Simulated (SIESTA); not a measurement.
Sb:

```
Sb
1.0
    -1.87134    1.87134    1.87134
     1.87134   -1.87134    1.87134
     1.87134    1.87134   -1.87134
Sb
1
Direct
  0.00000 0.00000 0.00000
```

This isn't the form of Sb at room conditions, which is rhombohedral.

```yaml
Program: SIESTA 5.4.2
Task: relaxation of cell and atoms
Functional: PBE
Potentials_or_basis: PseudoDojo 0.4 standard (PBE files)
Basis: SZP (energy shift 0.003 Ry)
Grid_cutoff: 500 Ry
Energy_shift: 0.003 Ry
k_mesh: 10 × 10 × 10
Occupations: fermi-dirac, width 0.05 eV
Spin: no spin polarisation
```

At the start: pressure 6.4 GPa; volume 26.21 Å³/atom.

How do energy, volume and symmetry change on relaxing?

Over 5 steps the energy falls by 44.4 meV/atom and the volume is 28.76 Å³/atom (+9.7 %); space group Im-3m (No. 229, to 0.05 Å).

Step by step:
```csv
step,energy change (eV),largest force (eV/Å),pressure (GPa),volume (Å³)
1,0.0000,0.0000,6.36,26.21
2,-0.0268,0.0000,3.69,27.13
3,-0.0444,0.0000,0.21,28.65
4,-0.0307,0.0000,-2.65,30.35
5,-0.0444,0.0000,-0.01,28.76
```

Final structure:
```
Sb
1.0
    -1.93039    1.93010    1.93010
     1.93010   -1.93039    1.93010
     1.93010    1.93010   -1.93039
Sb
1
Cartesian
  0.0000 0.0000 0.0000
```

Caveat: the basis of atomic orbitals isn't converged, which shifts pressures, moduli and gaps.
